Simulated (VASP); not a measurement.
# Hf (Im-3m) in VASP: further runs

Runs on Hf. Level: PBEsol. Tasks: relaxation of cell and atoms.

Program: VASP 6.6.1. These are calculated values, not measurements. Logs are shortened: lines on timing, memory, paths and dates and some standing lists are left out, and cuts for length are marked.

## (1) The structure

Symmetry: Im-3m, No. 229, cubic system. Conventional cell: a = 3.610 Å, b = 3.610 Å, c = 3.610 Å, α = 90.00°, β = 90.00°, γ = 90.00°. Hf (site symmetry m-3m) is surrounded by 8 Hf at 3.13 Å.

This isn't the form of Hf at room conditions, which is hcp.

## (2) Relaxation of cell and atoms, PBEsol, target pressure 50 GPa, at which the enthalpy is minimised

Input file INCAR:

```
PREC = Accurate
ENCUT = 700
EDIFF = 1E-7
ISMEAR = 0
SIGMA = 0.1
LREAL = False
LASPH = True
NELM = 80
ALGO = Normal
ISIF = 3
LWAVE = False
LCHARG = False
GGA = PS
IBRION = 2
NSW = 80
EDIFFG = -0.002
PSTRESS = 500.0
```

Input file KPOINTS:

```
regular mesh
0
Gamma
  16 16 16
```

Input file POSCAR:

```
Hf
1.0
   -1.8050000000      1.8050000000      1.8050000000
    1.8050000000     -1.8050000000      1.8050000000
    1.8050000000      1.8050000000     -1.8050000000
Hf
1
Direct
    0.0000000000      0.0000000000      0.0000000000
```

Potentials or basis: VASP PAW PBE potentials, release 64 (Hf_pv).

On the command line:

```
cat potpaw_PBE.64/Hf_pv/POTCAR > POTCAR
mpirun -np 1 vasp_std > vasp.out
```

OUTCAR:

```text
PREC = Accurate
   ENCUT = 700
   EDIFF = 1E-7
   ISMEAR = 0
   LREAL = False
   LASPH = True
   NELM = 80
   ISIF = 3
   GGA = PS
   IBRION = 2
   NSW = 80
   EDIFFG = -0.002
   PSTRESS = 500.0

 ion  position               nearest neighbor table
   1  0.000  0.000  0.000-

  LATTYP: Found a body centered cubic cell.
 ALAT       =     3.6100000000

  Lattice vectors:

 A1 = (  -1.8050000000,   1.8050000000,   1.8050000000)
 A2 = (   1.8050000000,  -1.8050000000,   1.8050000000)
 A3 = (   1.8050000000,   1.8050000000,  -1.8050000000)

Analysis of symmetry for initial positions (statically):
=====================================================================
 Subroutine PRICEL returns:
 Original cell was already a primitive cell.

 Routine SETGRP: Setting up the symmetry group for a
 body centered cubic supercell.

 Subroutine GETGRP returns: Found 48 space group operations
 (whereof 48 operations were pure point group operations)
 out of a pool of 48 trial point group operations.

The static configuration has the point symmetry O_h .

Analysis of symmetry for dynamics (positions and initial velocities):
=====================================================================
 Subroutine PRICEL returns:
 Original cell was already a primitive cell.

 Routine SETGRP: Setting up the symmetry group for a
 body centered cubic supercell.

 Subroutine GETGRP returns: Found 48 space group operations
 (whereof 48 operations were pure point group operations)
 out of a pool of 48 trial point group operations.

The dynamic configuration has the point symmetry O_h .

 Subroutine INISYM returns: Found 48 space group operations
 (whereof 48 operations are pure point group operations),
 and found     1 'primitive' translations

----------------------------------------------------------------------------------------

                                     Primitive cell

  volume of cell :      23.5229

  direct lattice vectors                    reciprocal lattice vectors
    -1.805000000  1.805000000  1.805000000     0.000000000  0.277008310  0.277008310
     1.805000000 -1.805000000  1.805000000     0.277008310  0.000000000  0.277008310
     1.805000000  1.805000000 -1.805000000     0.277008310  0.277008310  0.000000000

  length of vectors
     3.126351708  3.126351708  3.126351708     0.391748909  0.391748909  0.391748909

  position of ions in fractional coordinates (direct lattice)
     0.000000000  0.000000000  0.000000000

  ion indices of the primitive-cell ions
   primitive index   ion index
                 1           1

----------------------------------------------------------------------------------------

 KPOINTS: regular mesh

Automatic generation of k-mesh.
 Grid dimensions read from file:
 generate k-points for:   16   16   16

 Generating k-lattice:

  Cartesian coordinates                     Fractional coordinates (reciprocal lattice)
     0.000000000  0.017313019  0.017313019     0.062500000  0.000000000  0.000000000
     0.017313019  0.000000000  0.017313019     0.000000000  0.062500000  0.000000000
     0.017313019  0.017313019  0.000000000     0.000000000  0.000000000  0.062500000

  Length of vectors
     0.024484307  0.024484307  0.024484307

  Shift w.r.t. Gamma in fractional coordinates (k-lattice)
     0.000000000  0.000000000  0.000000000

 Subroutine IBZKPT returns following result:
 ===========================================

 Found    145 irreducible k-points:

 Following reciprocal coordinates:
            Coordinates               Weight
  0.000000  0.000000  0.000000      1.000000
  0.062500  0.000000  0.000000     12.000000
  0.125000  0.000000  0.000000     12.000000
  0.187500  0.000000  0.000000     12.000000
  0.250000  0.000000  0.000000     12.000000
  0.312500  0.000000  0.000000     12.000000
[... 16 lines left out ...]
  0.187500  0.187500  0.000000     24.000000
  0.250000  0.187500  0.000000     48.000000
 [... further k-points ...]
   k-points           NKPTS =    145   k-points in BZ     NKDIM =    145   number of bands    NBANDS=      9
   number of dos      NEDOS =    301   number of ions     NIONS =      1
   total plane-waves  NPLWV =  21952
   dimension x,y,z NGX =    28 NGY =   28 NGZ =   28
   dimension x,y,z NGXF=    56 NGYF=   56 NGZF=   56
   ions per type =               1
   NGX,Y,Z   is equivalent  to a cutoff of  14.89, 14.89, 14.89 a.u.
   NGXF,Y,Z  is equivalent  to a cutoff of  29.78, 29.78, 29.78 a.u.
 SYSTEM =  unknown system
   PREC   = accura    normal or accurate (medium, high low for compatibility)
   ISTART =      0    job   : 0-new  1-cont  2-samecut
   ICHARG =      2    charge: 1-file 2-atom 10-const
   ISPIN  =      1    spin polarized calculation?
   LNONCOLLINEAR =      F non collinear calculations
   LSORBIT =      F    spin-orbit coupling
   LASPH  =      T    aspherical Exc in radial PAW
   ENCUT  =  700.0 eV  51.45 Ry    7.17 a.u.   6.74  6.74  6.74*2*pi/ulx,y,z
   NELM   =     80;   NELMIN=  2; NELMDL= -5     # of ELM steps
   EDIFF  = 0.1E-06   stopping-criterion for ELM
   LREAL  =      F    real-space projection
   EDIFFG = -.2E-02   stopping-criterion for IOM
   NSW    =     80    number of steps for IOM
   IBRION =      2    ionic relax: 0-MD 1-quasi-New 2-CG
   NFREE  =      1    steps in history (QN), initial steepest desc. (CG)
   ISIF   =      3    stress and relaxation
   ISYM   =      2    0-nonsym 1-usesym 2-fastsym
   POTIM  = 0.5000    time-step for ionic-motion
   TEBEG  =    0.0;   TEEND  =   0.0 temperature during run
   PSTRESS=  500.0 pullay stress
   NELECT =      10.0000    total number of electrons
   NUPDOWN=      -1.0000    fix difference up-down
   EMIN   =  10.00;   EMAX   =-10.00  energy-range for DOS
   EFERMI =   0.00;   METHOD = LEGACY
   ISMEAR =     0;   SIGMA  =   0.10  broadening in eV -4-tet -1-fermi 0-gaus
   EFERMI_NEDOS =   21; number of points for ismear=-14 and -15
   IALGO  =     38    algorithm
   IMIX   =      4    mixing-type and parameters
     AMIX     =   0.40;   BMIX     =  1.00
     AMIX_MAG =   1.60;   BMIX_MAG =  1.00
  volume/ion in A,a.u.               =      23.52       158.74
  Fermi-wavevector in a.u.,A,eV,Ry     =   1.230961  2.326179 20.616432  1.515265
  Thomas-Fermi vector in A             =   2.365789
   LORBIT       =      0    0 simple, 1 ext, 2 COOP (PROOUT), +10 PAW based schemes
   GGA     = PS    functional components
   LHFCALC =     F    Hartree Fock is set to
   AEXX    =    0.0000 exact exchange contribution
   IVDW    =     0    specifies the selected vdW correction
   LEPSILON=     F    determine dielectric tensor
   LRPA    =     F    only Hartree local field effects (RPA)
 conjugate gradient relaxation of ions
 non-spin polarized calculation
 Gauss-broadening in eV      SIGMA  =   0.10
  energy-cutoff  :      700.00
  volume of cell :       23.52
 maximum number of plane-waves:      1002
   NGX = 13   NGY = 13   NGZ = 13

--------------------------------------- Ionic step        1  -------------------------------------------

 number of electron      10.0000000 magnetization

 number of electron       9.9999999 magnetization

 Free energy of the ion-electron system (eV)
  ---------------------------------------------------
  ext. energy  EPLUGINS =         0.00000000
  ---------------------------------------------------
  free energy    TOTEN  =       -10.26713165 eV

  energy without entropy =      -10.25804580  energy(sigma->0) =      -10.26258872

------------------------ aborting loop because EDIFF is reached ----------------------------------------

  FORCE on cell =-STRESS in cart. coord.  units (eV):
  Direction    XX          YY          ZZ          XY          YZ          ZX
  --------------------------------------------------------------------------------------
  -------------------------------------------------------------------------------------
  Total       -1.3888393     -1.3888393     -1.3888393      0.0000000      0.0000000     -0.0000000
  in kB      -94.5956065    -94.5956065    -94.5956065      0.0000000      0.0000000     -0.0000000
  external PRESSURE =    -594.5956065 kB  Pullay stress =     500.0000000 kB
[... 22 lines left out ...]
  enthalpy is  TOTEN    =        -2.9262025051 eV   P V=        7.3409291405

--------------------------------------- Ionic step        2  -------------------------------------------

 number of electron      10.0000000 magnetization

 E-fermi :  25.4014     XC(G=0): -20.8009

 val. band max:       25.3654315057   @ k =  -0.3750   0.5000   0.1250
 cond. band min:      25.5033461255   @ k =   0.3750   0.1875   0.0625
 fundamental gap:      0.1379146197
 Fermi energy:        25.4014269823

 k-point     1 :       0.0000    0.0000    0.0000
  band No.  band energies     occupation
      1       2.8603      2.00000
      2       2.8603      2.00000
      3       2.8603      2.00000
      4      22.9240      2.00000
      5      22.9240      2.00000
      6      22.9240      2.00000
      7      32.4072      0.00000
      8      32.4072      0.00000
      9      34.8142      0.00000
[... 532 lines left out ...]
  enthalpy is  TOTEN    =        -4.7109090394 eV   P V=        5.0039114050

--------------------------------------- Ionic step        9  -------------------------------------------

 number of electron      10.0000001 magnetization

 Free energy of the ion-electron system (eV)
  ---------------------------------------------------
  ext. energy  EPLUGINS =         0.00000000
  ---------------------------------------------------
  free energy    TOTEN  =        -9.65896081 eV

  energy without entropy =       -9.65414566  energy(sigma->0) =       -9.65655323

 E-fermi :   7.0142     XC(G=0): -13.0688

 val. band max:        7.0033925370   @ k =   0.2500   0.1875   0.1250
 cond. band min:       7.0361192872   @ k =   0.1875   0.0625   0.0625
 fundamental gap:      0.0327267502
 Fermi energy:         7.0141871618

 k-point     1 :       0.0000    0.0000    0.0000
  band No.  band energies     occupation
      1     -21.4307      2.00000
      2     -21.4307      2.00000
      3     -21.4307      2.00000
      4      -0.9532      2.00000
      5       8.6638      0.00000
      6       8.6638      0.00000
      7       8.6638      0.00000
      8      12.5733      0.00000
      9      12.5733      0.00000
[... 304 lines left out ...]
  FREE ENERGIE OF THE ION-ELECTRON SYSTEM (eV)
  ---------------------------------------------------
  free  energy   TOTEN  =        -9.6589608079 eV

  energy  without entropy=       -9.6541456589  energy(sigma->0) =       -9.65655323

  enthalpy is  TOTEN    =        -4.7126229954 eV   P V=        4.9463378125

 reached required accuracy - stopping structural energy minimisation
```

Run time: 2.4 min. Hardware: 1 thread of AMD EPYC 9R14 (Zen 4), shared host; peak memory 0.22 GiB.

Results:

```
Free energy                                            : -9.6590 eV
Relaxed volume                                         : 15.85 Å³/atom
Relaxed cell                                           : a = 2.741 Å, b = 2.741 Å, c = 2.741 Å, α = 109.47°, β = 109.47°, γ = 109.47°
Space group after relaxing (to 0.05 Å)                 : Im-3m (No. 229)
Energy change on relaxing (the enthalpy is what falls) : +608.2 meV/atom
Ionic steps                                            : 9
Pressure after relaxing                                : 50.0 GPa
Band gap on the k mesh                                 : none (metal or under the smearing width)
```

Step by step:
| step | energy change (eV) | largest force (eV/Å) | pressure (GPa) | volume (Å³) |
| --- | --- | --- | --- | --- |
| 1 | 0.0000 | 0.0000 | -9.46 | 23.52 |
| 2 | 49.5326 | 0.0000 | 4300.41 | 4.56 |
| 3 | -0.0714 | 0.0000 | -1.78 | 21.58 |
| 4 | -0.0551 | 0.0000 | 5.91 | 20.19 |
| 5 | 0.7229 | 0.0000 | 55.78 | 15.50 |
| 6 | 0.5936 | 0.0000 | 49.28 | 15.90 |
| 7 | 0.6353 | 0.0000 | 51.39 | 15.76 |
| 8 | 0.5523 | 0.0000 | 47.04 | 16.03 |
| 9 | 0.6082 | 0.0000 | 49.99 | 15.85 |

Final structure:
```
Hf
1.0
    -1.58242    1.58242    1.58242
     1.58242   -1.58242    1.58242
     1.58242    1.58242   -1.58242
Hf
1
Direct
  0.00000 0.00000 0.00000
```

Caveat: the cell is relaxed towards a set pressure, so the enthalpy falls and the energy may rise; the volume moved by over 15 % at a fixed basis, so the end points are rough; the PAW data sets were made with another functional, which shifts forces and pressure a little. Spin-orbit coupling is left out, which matters for the levels of Hf.

## (3) Relaxation of cell and atoms, PBEsol, target pressure 50 GPa, at which the enthalpy is minimised

This run uses another cell than the first one, of 15.85 Å³/atom, 0.674 times its volume.

INCAR is that of step 2.

KPOINTS is that of step 2.

Input file POSCAR:

```
Hf                                      
1.0
   -1.5824188708      1.5824188708      1.5824188708
    1.5824188708     -1.5824188708      1.5824188708
    1.5824188708      1.5824188708     -1.5824188708
  Hf            
     1
Direct
     0.0000000000000000    0.0000000000000000    0.0000000000000000
```

Potentials or basis: VASP PAW PBE potentials, release 64 (Hf_pv).

On the command line:

```
cat potpaw_PBE.64/Hf_pv/POTCAR > POTCAR
mpirun -np 1 vasp_std > vasp.out
```

Run time: 13 s. Hardware: 1 thread of AMD EPYC 9R14 (Zen 4), shared host; peak memory 0.14 GiB.

It converged, with:

```yaml
Free_energy: -9.6588 eV
Pressure_after_relaxing: 50.0 GPa
Band_gap_on_the_k_mesh: none (metal or under the smearing width)
```

Final structure:
```cif
data_structure
_symmetry_space_group_name_H-M 'P 1'
_symmetry_Int_Tables_number 1
_cell_length_a 2.7408
_cell_length_b 2.7408
_cell_length_c 2.7408
_cell_angle_alpha 109.471
_cell_angle_beta 109.471
_cell_angle_gamma 109.471
_cell_volume 15.85
loop_
_atom_site_label
_atom_site_type_symbol
_atom_site_fract_x
_atom_site_fract_y
_atom_site_fract_z
_atom_site_occupancy
Hf1 Hf 0.00000 0.00000 0.00000 1
```

Levels at points of the mesh, in eV from the Fermi level:
```tsv
k point	band 2	band 3	band 4	band 5	band 6	band 7	band 8	band 9
(0.00, 0.00, 0.00)	-28.44	-28.44	-7.97	1.65	1.65	1.65	5.56	5.56
(0.50, 0.00, 0.00)	-29.18	-28.48	-4.67	-1.38	3.16	5.71	7.09	11.16
(0.50, 0.50, 0.50)	-30.05	-30.05	-4.47	-4.47	9.73	9.73	9.73	10.70
```

Caveat: the relaxation stopped at its first step, so nothing moved; the cell is relaxed towards a set pressure, so the enthalpy falls and the energy may rise; the PAW data sets were made with another functional, which shifts forces and pressure a little.

## (4) Relaxation of cell and atoms, PBEsol, target pressure 50 GPa, at which the enthalpy is minimised

This run uses another cell than the first one, of 15.85 Å³/atom, 0.674 times its volume.

INCAR is that of step 3.

KPOINTS is that of step 3.

POSCAR is that of step 3.

On the command line:

```
cat potpaw_PBE.64/Hf_pv/POTCAR > POTCAR
mpirun -np 1 vasp_std > vasp.out
```

Run time: 14 s. Hardware: 1 thread of AMD EPYC 9R14 (Zen 4), shared host; peak memory 0.14 GiB.

Results (log left out):

| Item | Value |
| --- | --- |
| Free energy | -9.6588 eV |
| Pressure after relaxing | 50.0 GPa |
| Band gap on the k mesh | none (metal or under the smearing width) |

Final structure:
```
Hf
1.0
    -1.58242    1.58242    1.58242
     1.58242   -1.58242    1.58242
     1.58242    1.58242   -1.58242
Hf
1
Direct
  0.00000 0.00000 0.00000
```

Levels at points of the mesh, in eV from the Fermi level:
```tsv
k point	band 2	band 3	band 4	band 5	band 6	band 7	band 8	band 9
(0.00, 0.00, 0.00)	-28.44	-28.44	-7.97	1.65	1.65	1.65	5.56	5.56
(0.50, 0.00, 0.00)	-29.18	-28.48	-4.67	-1.38	3.16	5.71	7.09	11.16
(0.50, 0.50, 0.50)	-30.05	-30.05	-4.47	-4.47	9.73	9.73	9.73	10.70
```

Caveat: the relaxation stopped at its first step, so nothing moved; the cell is relaxed towards a set pressure, so the enthalpy falls and the energy may rise; the PAW data sets were made with another functional, which shifts forces and pressure a little.
